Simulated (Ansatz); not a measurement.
Bi: band structure with PBEsol

Bi:

```
Bi
1.0
     4.65841    0.00000    0.00000
     0.00000    4.52639    0.00000
    -0.34597    0.00000    6.51195
Bi
4
Direct
  0.25137 0.25000 0.74873
  0.74863 0.75000 0.25127
  0.24989 0.25000 0.24888
  0.75011 0.75000 0.75112
```

| Property | Result |
| --- | --- |
| Program | Ansatz 0.2.0 |
| Task | band structure |
| Functional | PBEsol |
| Potentials or basis | all-electron LAPW, scalar-relativistic |
| Cutoff | 171 eV (chosen from the basis error) |
| Basis error allowed | 0.002 eV/atom |
| k mesh | 6 × 6 × 4 |
| Occupations | fermi-dirac, width 0.05 eV |
| Spin | no spin polarisation |

| Quantity | Value |
| --- | --- |
| Pressure | -1.3 GPa |
| Band gap along the path | none (metal or under the smearing width) |

Forces in eV/Å, atoms in the order of the input:
```
Bi  -0.001  0.000  0.000
Bi   0.001  0.000  0.000
Bi  -0.001  0.000  0.003
Bi   0.001  0.000 -0.003
```

Stress tensor (GPa, compression positive):
```
-2.10  0.00  0.27
 0.00 -1.47  0.00
 0.27  0.00 -0.47
```

Levels at the corners of the path, in eV from the Fermi level:
| point | band 71 | band 72 | band 73 | band 74 | band 75 | band 76 | band 77 | band 78 |
| --- | --- | --- | --- | --- | --- | --- | --- | --- |
| Γ | -2.95 | -1.72 | -1.21 | -1.11 | 2.70 | 3.04 | 3.13 | 3.31 |
| Y | -2.22 | -2.21 | -1.83 | -1.83 | 2.02 | 2.03 | 3.46 | 3.46 |
| H | -0.39 | -0.32 | -0.29 | -0.23 | -0.22 | -0.12 | -0.12 | 0.19 |
| C | -0.24 | -0.24 | -0.18 | -0.18 | -0.11 | -0.11 | 0.02 | 0.02 |
| E | -4.22 | -4.22 | 0.13 | 0.13 | 0.13 | 0.13 | 5.36 | 5.36 |
| M1 | -4.11 | -4.11 | -0.24 | -0.24 | 0.51 | 0.51 | 5.02 | 5.02 |
| A | -3.30 | -3.30 | -2.90 | -2.90 | 2.70 | 2.70 | 4.90 | 4.90 |
| X | -0.97 | -0.96 | -0.85 | -0.82 | 0.96 | 1.01 | 1.06 | 1.06 |

Wall time 64 s on 2 threads of Arm Neoverse V2, on a shared host, peak memory 0.74 GiB.

Caveat: spin-orbit coupling is left out, which moves the levels of the heavy elements.
